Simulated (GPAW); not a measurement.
# WS2 in GPAW: reference runs

Reference runs on WS2: the cell as given and a disturbed copy.

All numbers are computed with GPAW 26.7.0; they aren't measurements. Logs are shortened: lines on timing, memory, paths and dates and some standing lists are left out, and cuts for length are marked. The log counts tension as positive stress, the text compression.

### 1 Starting point

The cell holds a slab with vacuum, 3 atoms: a = 3.184 Å, b = 3.184 Å, c = 16.951 Å, α = 90.00°, β = 90.00°, γ = 120.00°.

### 2 Single point, PBEsol

File run.py:

```python
from ase import Atoms
from ase.dft.bandgap import bandgap
from ase.io import write
from ase.units import GPa
from gpaw import GPAW, PW, setup_paths

setup_paths.insert(0, '.')

atoms = Atoms(['W', 'S', 'S'],
              cell=[[3.1835163552, 0.0, 0.0],
                    [-1.5917581776, 2.7570060369, 0.0],
                    [0.0, 0.0, 16.95057789]],
              scaled_positions=[[0.0, 0.0, 0.0],
                                [0.3333333333, 0.6666666667, 0.09200051],
                                [0.3333333333, 0.6666666667, 0.90799949]],
              pbc=True)

calc = GPAW(mode=PW(600),
            xc='PBEsol',
            kpts={'size': (10, 10, 2), 'gamma': True},
            occupations={'name': 'fermi-dirac', 'width': 0.05},
            nbands=25,
            convergence={'density': 1e-05, 'energy': 1e-05},
            maxiter=150,
            txt='gpaw.txt')
atoms.calc = calc
energy = atoms.get_potential_energy()
forces = atoms.get_forces()
stress = atoms.get_stress()
calc.write('gs.gpw')
write('result.traj', atoms)
print(f'Energy: {energy:.6f} eV')
print('Forces (eV/A):')
print(forces.round(4))
print('Stress (GPa):', (stress / GPa).round(3))
print('Fermi level:', round(calc.get_fermi_level(), 4), 'eV')
print(f'Gap: {bandgap(calc)[0]:.4f} eV, direct: {bandgap(calc, direct=True)[0]:.4f} eV')
```

Potentials or basis: PAW data sets generated in the run's folder for this functional, pw.

Started as:

```sh
$ gpaw-setup -f PBEsol S W
$ OMP_NUM_THREADS=1 python run.py
```

gpaw.txt:

```text
__  _  _
 | _ |_)|_||  |
 |__||  | ||/\| - 26.7.0

Input parameters:
  mode=PW(ecut=600.0),
  convergence={'density': 1e-05, 'energy': 1e-05},
  kpts=MonkhorstPack(size=(10, 10, 2), gamma=True),
  maxiter=150,
  nbands=25,
  occupations=Occupations(name='fermi-dirac', width=0.05),
  xc=XC(name='PBEsol')

Diagonalizing LCAO Hamiltonian
Converting LCAO to pw mode

         S

         S

       W

Atoms  # Å, Bohr magnetons
|   | symbol |         x |        y |         z |    initial magnetic moments |
|---|--------|-----------|----------|-----------|-----------------------------|
| 0 |      W |  0.000000 | 0.000000 |  0.000000 | ( 0.0000,  0.0000,  0.0000) |
| 1 |      S | -0.000000 | 1.838004 |  1.559462 | ( 0.0000,  0.0000,  0.0000) |
| 2 |      S | -0.000000 | 1.838004 | 15.391116 | ( 0.0000,  0.0000,  0.0000) |

Unit cell  # Å
| periodic |         x |        y |         z |   lengths |     angles |
|----------|-----------|----------|-----------|-----------|------------|
|      yes |  3.183516 | 0.000000 |  0.000000 |  3.183516 |  90.000000 |
|      yes | -1.591758 | 2.757006 |  0.000000 |  3.183516 |  90.000000 |
|      yes |  0.000000 | 0.000000 | 16.950578 | 16.950578 | 120.000000 |

Number of symmetries: 12
Symmetry operations  # r_c * U_cc + t_c -> r_c
|    | kind |            matrix            |
|----|------|------------------------------|
|  0 |  σ   |  1, 1, 0,  0,-1, 0,  0, 0, 1 |
|  1 |  C2  |  1, 1, 0,  0,-1, 0,  0, 0,-1 |
|  2 |  E   |  1, 0, 0,  0, 1, 0,  0, 0, 1 |
|  3 |  σ   |  1, 0, 0,  0, 1, 0,  0, 0,-1 |
|  4 |  C3  |  0, 1, 0, -1,-1, 0,  0, 0, 1 |
|  5 |  S3  |  0, 1, 0, -1,-1, 0,  0, 0,-1 |
|  6 |  σ   |  0,-1, 0, -1, 0, 0,  0, 0, 1 |
|  7 |  C2  |  0,-1, 0, -1, 0, 0,  0, 0,-1 |
|  8 |  σ   | -1, 0, 0,  1, 1, 0,  0, 0, 1 |
|  9 |  C2  | -1, 0, 0,  1, 1, 0,  0, 0,-1 |
| 10 |  C3  | -1,-1, 0,  1, 0, 0,  0, 0, 1 |
| 11 |  S3  | -1,-1, 0,  1, 0, 0,  0, 0,-1 |

BZ-sampling:
  Number of BZ points: 200
  Number of IBZ points: 28

  Monkhorst-Pack size: [10, 10, 2]
  Monkhorst-Pack shift: [0.05, 0.05, 0.25]

K-points  # in reciprocal-cell coordinates
|     |                                coordinates |     weight |
|-----|--------------------------------------------|------------|
|   0 | (  0.00000000,   0.00000000,   0.00000000) | 0.00500000 |
|   1 | (  0.00000000,   0.00000000,   0.50000000) | 0.00500000 |
|   2 | (  0.10000000,   0.00000000,   0.00000000) | 0.03000000 |
|   3 | (  0.10000000,   0.00000000,   0.50000000) | 0.03000000 |
|   4 | (  0.20000000,  -0.10000000,   0.00000000) | 0.03000000 |
|   5 | (  0.20000000,  -0.10000000,   0.50000000) | 0.03000000 |
|   6 | (  0.20000000,   0.00000000,   0.00000000) | 0.03000000 |
|   7 | (  0.20000000,   0.00000000,   0.50000000) | 0.03000000 |
|   8 | (  0.30000000,  -0.10000000,   0.00000000) | 0.06000000 |
|   9 | (  0.30000000,  -0.10000000,   0.50000000) | 0.06000000 |
| ... |                                            |            |
|  27 | (  0.50000000,   0.50000000,   0.50000000) | 0.01500000 |

Plane wave coefficients: 5005
Cutoff: 600.0 eV

Spin-components: 1 (collinear spins)
Bands:           25
Projectors:      16
Spin-degeneracy: 2
Datatype:        complex128

Parallelization:
  kpt:    1
  domain: 1
  band:   1

Density:
  Valence electrons: 26.0
  Components: 1
  Grid points: [18 18 96]
  Charge: 0.0  # |e|

Potential:
  Grid points: [18 18 96]

species:
  W:
    name:    Tungsten
    Z:       74.0
    valence: 14
    core:    60
    charge:  0.0  # [|e|]
    compensation charges:
      type: gauss
      rc: 0.40  # [Å]
      lmax: 2
    cutoffs:
      filter: 2.36  # [Å]
      core: 3.02  # [Å]
    projectors
    | kind |    occ | energy [eV] | rcut [Å] |
    |------|--------|-------------|----------|
    |   5s |  2.000 |     -78.864 |    1.344 |
    |   6s |  2.000 |      -5.730 |    1.344 |
    |   5p |  6.000 |     -43.252 |    1.355 |
    |   6p |  0.000 |      -1.338 |    1.355 |
    |   5d |  4.000 |      -4.526 |    1.228 |
    |    d |        |      22.686 |    1.228 |

    Using partial waves for W as LCAO basis

  S:
    name:    Sulfur
    Z:       16.0
    valence: 6
    core:    10
    charge:  0.0  # [|e|]
    compensation charges:
      type: gauss
      rc: 0.24  # [Å]
      lmax: 2
    cutoffs:
      filter: 1.77  # [Å]
      core: 1.66  # [Å]
    projectors
    | kind |    occ | energy [eV] | rcut [Å] |
    |------|--------|-------------|----------|
    |   3s |  2.000 |     -17.192 |    0.974 |
    |   3p |  4.000 |      -6.978 |    0.979 |
    |    s |        |      10.020 |    0.974 |
    |    p |        |      20.234 |    0.979 |
    |    d |        |       0.000 |    0.900 |

    Using partial waves for S as LCAO basis

Reference energy: -460323.169833  # eV

eigensolver:
[... 26 lines left out ...]
convergence criteria:
- Maximum integral of absolute [dens]ity change: 1e-05 electrons / valence electron
- Maximum [total energy] change in last 3 cyles: 1e-05 eV / valence electron
- Maximum integral of absolute [eigenst]ate change: 4e-08 eV^2 / valence electron
maximum number of iterations: 150

SCF iterations
|iter     | |      energy | eigst |  dens |
|---------|-|-------------|-------|-------|
|iter:   1| |  -24.171809 | +0.21 |       |
|iter:   2| |  -24.128058 | -1.51 | -1.18 |
|iter:   3| |  -23.886998 | -1.56 | -1.22 |
|iter:   4| |  -23.857736 | -2.01 | -1.59 |
|iter:   5| |  -23.824999 | -2.78 | -1.74 |
|iter:   6| |  -23.824644 | -3.69 | -2.16 |
|iter:   7| |  -23.824648 | -4.59 | -3.03 |
|iter:   8| |  -23.824650c| -5.38 | -3.70 |
|iter:   9| |  -23.824650c| -6.01 | -4.34 |
|iter:  10| |  -23.824650c| -6.58 | -5.09c|
|iter:  11| |  -23.824650c| -7.04 | -5.53c|
|iter:  12| |  -23.824650c| -7.50c| -6.33c|

Converged in 12 steps
Energy contributions relative to reference atoms: (reference = -460323.169833)

Energy contributions:
  Kinetic:          12.094350
  Coulomb:         -14.774847
  Zero:              0.150277
  External:          0.000000
  Xc:              -21.294429
  Entropy:          -0.000000
  Spinorbit:         0.000000
  ----------------------------
  Free energy:     -23.824650
  Extrapolated:    -23.824650

dipole moment: (-9.427871, -8.259399, -63.184492)  # |e|*Ang

Fermi level: 0.136
Eigenvalues  # (at kpt = [0.000, 0.000, 0.000])
| band index |      eig [eV] | occ [0-2] |
|------------|---------------|-----------|
|          0 |       -74.577 |     2.000 |
|        ... |               |           |
|          5 |       -13.892 |     2.000 |
|          6 |        -7.156 |     2.000 |
|          7 |        -3.711 |     2.000 |
|          8 |        -3.711 |     2.000 |
|          9 |        -2.870 |     2.000 |
|         10 |        -2.450 |     2.000 |
[... 8 lines left out ...]
|         19 |         4.812 |     0.000 |
|         20 |         5.975 |     0.000 |
|        ... |               |           |
|         24 |         9.620 |     0.000 |

Gap: 1.978 eV
Transition (v -> c):
  (s=0, k=1, n=12, [0.00, 0.00, 0.50]) -> (s=0, k=19, n=13, [0.40, 0.30, 0.50])
Direct/indirect transitions are different
Direct gap: 2.145 eV
Transition at: (s=0, k=18, n=12, [0.40, 0.30, 0.00])

Forces  # eV/Ang
|        x |        y |        z |
|----------|----------|----------|
|  0.00000 |  0.00000 |  0.00000 |  # W    0
|  0.00000 | -0.00000 | -0.12024 |  # S    1
| -0.00000 |  0.00000 |  0.12024 |  # S    2

Stress tensor  # eV/Ang^3
|        x |        y |        z |
|----------|----------|----------|
| 0.009020 | 0.000000 | 0.000000 |
| 0.000000 | 0.009020 | 0.000000 |
| 0.000000 | 0.000000 | 0.002708 |

# Writing to gs.gpw (mode='')
```

Run time: 77 s. Hardware: 1 thread of Arm Neoverse V1, shared host; peak memory 0.26 GiB.

Results:

- Free energy: -23.8246 eV
- Largest force: 0.120 eV/Å
- Band gap on the k mesh: 1.98 eV, indirect (least direct gap 2.14 eV)

Forces in eV/Å, atoms in the order of the input:
```
W    0.000  0.000  0.000
S    0.000  0.000 -0.120
S    0.000  0.000  0.120
```

Levels at points of the mesh, in eV from the valence-band top:
```csv
k point,band 10,band 11,band 12,band 13,band 14,band 15,band 16,band 17
"(0.00, 0.00, 0.00)",-2.05,-1.64,-1.64,0.00,2.89,2.89,3.10,3.10
"(0.00, 0.00, 0.50)",-2.05,-1.64,-1.64,0.00,2.89,2.89,3.10,3.10
"(0.50, 0.50, 0.00)",-3.43,-2.06,-1.27,-0.92,2.83,3.29,4.03,4.77
"(0.50, 0.50, 0.50)",-3.43,-2.06,-1.27,-0.92,2.83,3.29,4.03,4.77
```

Caveat: spin-orbit coupling is left out, which moves the levels of the heavy elements.

### 3 Single point, PBEsol (atoms moved at random, drawn with an rms of 0.05 Å)

run.py, as its differences from that of step 2:

```diff
@@ -12,5 +12,5 @@
                     [0.0, 0.0, 16.95057789]],
-              scaled_positions=[[0.0, 0.0, 0.0],
-                                [0.3333333333, 0.6666666667, 0.09200051],
-                                [0.3333333333, 0.6666666667, 0.90799949]],
+              scaled_positions=[[-0.002252, 0.000959, -0.002354],
+                                [0.339847, 0.659467, 0.092874],
+                                [0.331534, 0.658482, 0.908785]],
               pbc=True)
```

Potentials or basis: PAW data sets generated in the run's folder for this functional, pw.

Started as:

```sh
$ gpaw-setup -f PBEsol S W
$ OMP_NUM_THREADS=1 python run.py
```

gpaw.txt:

```text
__  _  _
 | _ |_)|_||  |
 |__||  | ||/\| - 26.7.0

Input parameters:
  mode=PW(ecut=600.0),
  convergence={'density': 1e-05, 'energy': 1e-05},
  kpts=MonkhorstPack(size=(10, 10, 2), gamma=True),
  maxiter=150,
  nbands=25,
  occupations=Occupations(name='fermi-dirac', width=0.05),
  xc=XC(name='PBEsol')

Diagonalizing LCAO Hamiltonian
Converting LCAO to pw mode

         S

         S

       W

Atoms  # Å, Bohr magnetons
|   | symbol |         x |        y |         z |    initial magnetic moments |
|---|--------|-----------|----------|-----------|-----------------------------|
| 0 |      W | -0.008696 | 0.002644 | -0.039902 | ( 0.0000,  0.0000,  0.0000) |
| 1 |      S |  0.032196 | 1.818155 |  1.574268 | ( 0.0000,  0.0000,  0.0000) |
| 2 |      S |  0.007300 | 1.815439 | 15.404431 | ( 0.0000,  0.0000,  0.0000) |

Unit cell  # Å
| periodic |         x |        y |         z |   lengths |     angles |
|----------|-----------|----------|-----------|-----------|------------|
|      yes |  3.183516 | 0.000000 |  0.000000 |  3.183516 |  90.000000 |
|      yes | -1.591758 | 2.757006 |  0.000000 |  3.183516 |  90.000000 |
|      yes |  0.000000 | 0.000000 | 16.950578 | 16.950578 | 120.000000 |

Number of symmetries: 1
Symmetry operations  # r_c * U_cc + t_c -> r_c
|   | kind |            matrix            |
|---|------|------------------------------|
| 0 |  E   |  1, 0, 0,  0, 1, 0,  0, 0, 1 |

BZ-sampling:
  Number of BZ points: 200
  Number of IBZ points: 104

  Monkhorst-Pack size: [10, 10, 2]
[... 128 lines left out ...]
|---------|-|-------------|-------|-------|
|iter:   1| |  -24.110183 | +0.21 |       |
|iter:   2| |  -24.066545 | -1.50 | -1.18 |
|iter:   3| |  -23.825345 | -1.55 | -1.22 |
|iter:   4| |  -23.802818 | -2.00 | -1.58 |
|iter:   5| |  -23.770210 | -2.72 | -1.72 |
|iter:   6| |  -23.777412 | -3.11 | -2.07 |
|iter:   7| |  -23.762278 | -3.46 | -2.11 |
|iter:   8| |  -23.762290 | -4.87 | -3.07 |
|iter:   9| |  -23.762291c| -5.62 | -3.57 |
|iter:  10| |  -23.762291c| -6.30 | -4.38 |
|iter:  11| |  -23.762291c| -6.78 | -5.16c|
|iter:  12| |  -23.762291c| -7.29 | -5.65c|
|iter:  13| |  -23.762291c| -7.64c| -6.20c|

Converged in 13 steps
Energy contributions relative to reference atoms: (reference = -460323.169833)

Energy contributions:
  Kinetic:          12.510882
  Coulomb:         -15.098547
  Zero:              0.149081
  External:          0.000000
  Xc:              -21.323707
  Entropy:          -0.000000
  Spinorbit:         0.000000
  ----------------------------
  Free energy:     -23.762291
  Extrapolated:    -23.762291

dipole moment: (14.342647, -8.373124, 60.533803)  # |e|*Ang

Fermi level: 0.158
Eigenvalues  # (at kpt = [0.000, 0.000, 0.000])
| band index |      eig [eV] | occ [0-2] |
|------------|---------------|-----------|
|          0 |       -74.578 |     2.000 |
|        ... |               |           |
|          5 |       -13.889 |     2.000 |
|          6 |        -7.158 |     2.000 |
|          7 |        -3.797 |     2.000 |
|          8 |        -3.725 |     2.000 |
|          9 |        -2.905 |     2.000 |
|         10 |        -2.574 |     2.000 |
[... 8 lines left out ...]
|         19 |         4.816 |     0.000 |
|         20 |         5.975 |     0.000 |
|        ... |               |           |
|         24 |         9.569 |     0.000 |

Gap: 1.905 eV
Transition (v -> c):
  (s=0, k=1, n=12, [0.00, 0.00, 0.50]) -> (s=0, k=67, n=13, [0.30, 0.30, 0.50])
Direct/indirect transitions are different
Direct gap: 2.122 eV
Transition at: (s=0, k=66, n=12, [0.30, 0.30, 0.00])

Forces  # eV/Ang
|        x |        y |        z |
|----------|----------|----------|
|  0.56789 | -0.50872 |  1.72320 |  # W    0
| -0.36890 |  0.20461 | -0.92868 |  # S    1
| -0.19899 |  0.30411 | -0.79453 |  # S    2

Stress tensor  # eV/Ang^3
|         x |         y |        z |
|-----------|-----------|----------|
|  0.009363 | -0.001106 | 0.001988 |
| -0.001106 |  0.007083 | 0.000859 |
|  0.001988 |  0.000859 | 0.002219 |

# Writing to gs.gpw (mode='')
```

Run time: 4.8 min. Hardware: 1 thread of Arm Neoverse V1, shared host; peak memory 0.49 GiB.

What came out:

* Free energy: -23.7623 eV
* Largest force: 1.884 eV/Å
* Band gap on the k mesh: 1.91 eV, indirect (least direct gap 2.12 eV)

Forces in eV/Å, atoms in the order of the input:
```
W    0.568 -0.509  1.723
S   -0.369  0.205 -0.929
S   -0.199  0.304 -0.795
```

Stress tensor (GPa, compression positive):
```
-1.50  0.18 -0.32
 0.18 -1.13 -0.14
-0.32 -0.14 -0.36
```

Caveat: spin-orbit coupling is left out, which moves the levels of the heavy elements.
